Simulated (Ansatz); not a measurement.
# GaN: a tetragonal deformation path

An exercise on one series of results from a longer session: the logs are not shown, and one member is left open.

Method: DFT PBE, scalar-relativistic, plane waves, PAW, in Ansatz 0.2.0.

**Starting point**

It takes space group F-43m (No. 216, cubic). Conventional cell: a = 4.507 Å, b = 4.507 Å, c = 4.507 Å, α = 90.00°, β = 90.00°, γ = 90.00°. Ga (site symmetry -43m) is surrounded by 4 N at 1.95 Å. Around N (site symmetry -43m) lie 4 Ga at 1.95 Å.

As a file:

```
CELL_PARAMETERS angstrom
0.00000 2.25350 2.25350
2.25350 0.00000 2.25350
2.25350 2.25350 0.00000
ATOMIC_POSITIONS crystal
Ga 0.00000 0.00000 0.00000
N 0.75000 0.75000 0.75000
```

It goes back to an entry of the Materials Project.

No relaxation comes first: the listed cell is the starting point.

Set-up of the first run:

input.yaml reads:

```yaml
crystal:
  lattice:
    - [0.0, 2.2535006075, 2.2535006075]
    - [2.2535006075, 0.0, 2.2535006075]
    - [2.2535006075, 2.2535006075, 0.0]
  atoms:
    - { symbol: Ga, position: [0.0, 0.0, 0.0] }
    - { symbol: "N", position: [0.75, 0.75, 0.75] }
basis:
  ecutwfc: 420
kpoints:
  mp_grid: { grid: [12, 12, 12] }
hamiltonian:
  xc: pbe
scf:
  occupations: { method: gaussian, width: 0.05 }
output:
  forces: true
  stress: true
  eigenvalues: true
```

Steps of the session up to this table: Zero of the scan; Point ρ = 0.707; Point ρ = 1.414; Point ρ = 0.850; At ρ = 1.200; Point ρ = 0.780; Point ρ = 1.300; At ρ = 0.920; ρ = 1.100; At ρ = 0.650; Point ρ = 1.500; ρ = 0.960; At ρ = 1.050.

One of the session's tables, all rows but one given; the rest of the session is left out.

The scan, with free energies counted from the undisturbed cell:

```
    ρ  ΔE (meV/atom)  pressure (GPa)  gap on the mesh (eV)
0.650          336.1            -6.3                  0.34
0.707          223.7            -3.0                  0.75
0.780          124.1             0.6                  1.07
0.850           58.9             3.1                  1.29
0.920           17.4             4.5                  1.48
0.960            4.4             4.9                  1.60
1.000            0.0             5.0                  1.72
1.050            7.3             4.9                  1.63
1.100           30.3             4.4                  1.50
1.200          126.5             3.1                  1.13
1.300              ?               ?                     ?
1.414          563.0             0.7                  0.00
1.500          814.5             1.0                  0.00
```

Estimate the missing values for ρ = 1.300.

Worked estimate for «ΔE (meV/atom)». A straight line through the neighbours (1.200, 126.5) and (1.414, 563.0) gives 126.5 + (563.0 − 126.5) × (1.300 − 1.200) / (1.414 − 1.200) = 330.5; a parabola fitted to 4 rows on both sides gives 293.8.

**Answer.** ΔE (meV/atom): 292.5; pressure (GPa): 1.7; gap on the mesh (eV): 0.54. In «ΔE (meV/atom)» the line misses by +38.0 and the parabola by +1.3.

Where the gap reads zero, the mesh chosen for the insulator is on the coarse side.

To keep in mind: Spin polarisation is off in the runs that give these values; a magnetic solution could lie lower.
